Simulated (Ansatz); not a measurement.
An Ansatz input and the part of its output that reports the observables at the nuclei.

The cell is a Materials Project structure (computed, not necessarily an observed phase), atoms as given.

```yaml
crystal:
  lattice:
    - [7.82893291, 0.0, 0.0]
    - [0.0, 2.83804573, 0.0]
    - [0.0, 0.0, 8.14506917]
  atoms:
    - { symbol: Ti, position: [0.0306915, 0.25, 0.68406652], spin: 1.0 }
    - { symbol: Ti, position: [0.5306915, 0.25, 0.81593348], spin: 1.0 }
    - { symbol: Ti, position: [0.9693085, 0.75, 0.31593348], spin: 1.0 }
    - { symbol: Ti, position: [0.4693085, 0.75, 0.18406652], spin: 1.0 }
    - { symbol: Ti, position: [0.19644656, 0.25, 0.01908387], spin: 1.0 }
    - { symbol: Ti, position: [0.69644656, 0.25, 0.48091613], spin: 1.0 }
    - { symbol: Ti, position: [0.80355344, 0.75, 0.98091613], spin: 1.0 }
    - { symbol: Ti, position: [0.30355344, 0.75, 0.51908387], spin: 1.0 }
    - { symbol: O, position: [0.94218755, 0.25, 0.12451593] }
    - { symbol: O, position: [0.44218755, 0.25, 0.37548407] }
    - { symbol: O, position: [0.05781245, 0.75, 0.87548407] }
    - { symbol: O, position: [0.55781245, 0.75, 0.62451593] }
    - { symbol: O, position: [0.12118169, 0.25, 0.44716632] }
    - { symbol: O, position: [0.62118169, 0.25, 0.05283368] }
    - { symbol: O, position: [0.87881831, 0.75, 0.55283368] }
    - { symbol: O, position: [0.37881831, 0.75, 0.94716632] }
    - { symbol: O, position: [0.7930509, 0.25, 0.80952809] }
    - { symbol: O, position: [0.2930509, 0.25, 0.69047191] }
    - { symbol: O, position: [0.2069491, 0.75, 0.19047191] }
    - { symbol: O, position: [0.7069491, 0.75, 0.30952809] }
magnetization:
  spin_polarized: true
kpoints:
  mp_grid: { grid: [3, 7, 3] }
scf:
  occupations: { method: fermi_dirac, width: 0.02 }
hamiltonian:
  xc: r2scan
  pseudopotentials: { kind: paw, frozen_core: stored }
output:
  forces: true
  stress: true
  populations: true
  efg: { quadrupole_moments_barn: { Ti: 0.247, O: -0.02558 } }
```

```sh
ansatz run input.yaml --threads 1 --pin off --max-ram 3072MiB --backend cpu --events-out ev --progress --plain --runs-dir out
```

Of the output, the block on the nuclei alone is shown; the set-up, the SCF iterations, energies, forces and stress are cut. One atom of each set with nearly equal values is shown.

```
--- PAW observables at the nuclei: V_zz in 10²¹ V/m², potentials from the cell's mean, atoms counted from 1 ---
  atom   1  Ti V_zz =    -0.470604   η = 0.9886   by run symmetry: allowed   C_q = -2.8107 MHz
            electrostatic potential = -2531.436486 V   contact ρ = 56720.615953 e/Å³   contact ρ_s (e/Å³): all electrons +0.000001, valence -0.000033
  atom   5  Ti V_zz =    +2.651870   η = 0.1729   by run symmetry: allowed   C_q = +15.8381 MHz
            electrostatic potential = -2531.064104 V   contact ρ = 56722.078155 e/Å³   contact ρ_s (e/Å³): all electrons -0.000001, valence +0.000040
  atom   9  O  V_zz =    -3.248584   η = 0.4876   by run symmetry: allowed   C_q = +2.0093 MHz
            electrostatic potential = -628.563563 V   contact ρ = 2151.328737 e/Å³   contact ρ_s (e/Å³): all electrons -0.000003, valence -0.000003
  atom  13  O  V_zz =    -4.026002   η = 0.0004   by run symmetry: allowed   C_q = +2.4902 MHz
            electrostatic potential = -628.529808 V   contact ρ = 2151.488696 e/Å³   contact ρ_s (e/Å³): all electrons -0.000003, valence -0.000004
  atom  17  O  V_zz =    +1.307020   η = 0.1000   by run symmetry: allowed   C_q = -0.8084 MHz
            electrostatic potential = -628.769126 V   contact ρ = 2152.089861 e/Å³   contact ρ_s (e/Å³): all electrons -0.000003, valence -0.000006
```

The run took 3.9 min of wall time (3.9 min of CPU time) and 1.3 GiB at its peak, on 1 thread of Intel Xeon Platinum 8259CL CPU @ 2.50GHz (Skylake/Cascade Lake) (x86_64; 16 cores open to the job, memory cap 3.0 GiB, no GPU), a shared host with a load of 0.6 a core.

The program didn't check the stability of this electronic state in full, so a lower one may lie near. With a gap of 0.5 eV on this mesh, small gradients can still move by 0.1 × 10²¹ V/m² or more as the k-mesh gets denser. The start moments die out, and the run ends without spin.
